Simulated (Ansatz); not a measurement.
An input for Ansatz 0.2.0 (TaS2):

The input input.yaml:

```yaml
crystal:
  lattice:
    - [3.35, 0.0, 0.0]
    - [-1.675, 2.9011851027, 0.0]
    - [0.0, 0.0, 5.86]
  atoms:
    - { symbol: Ta, position: [0.0, 0.0, 0.0] }
    - { symbol: S, position: [0.6666666667, 0.3333333333, 0.75] }
    - { symbol: S, position: [0.3333333333, 0.6666666667, 0.25] }
hamiltonian:
  xc: pbesol
  pseudopotentials: { kind: paw }
kpoints:
  mp_grid: { grid: [9, 9, 5] }
scf:
  occupations: { method: fermi_dirac, width: 0.05 }
output:
  eigenvalues: true
dielectric:
  method: response
```

Potentials or basis: Ansatz PAW.

Launch:

```bash
$ ansatz run input.yaml --threads 2 --pin off --max-ram 5632MiB --backend cpu --events-out ev --progress --plain --runs-dir out
```

Task: How does this run end?

Result: The run stopped without a result. It printed:

Output:

```text
Error: inconsistent input (total_charge, dielectric): the neutral cell has an odd electron count (25.000), which no filling of whole bands holds here — the response to a homogeneous field is an insulator's; give the cell's own charge, if that leaves an even count, or lock an odd total moment (magnetization.spin_polarized: true, magnetization.spin_locking.lock_magnetization: hard, an odd magnetization.initial_magnetization), or remove dielectric
```
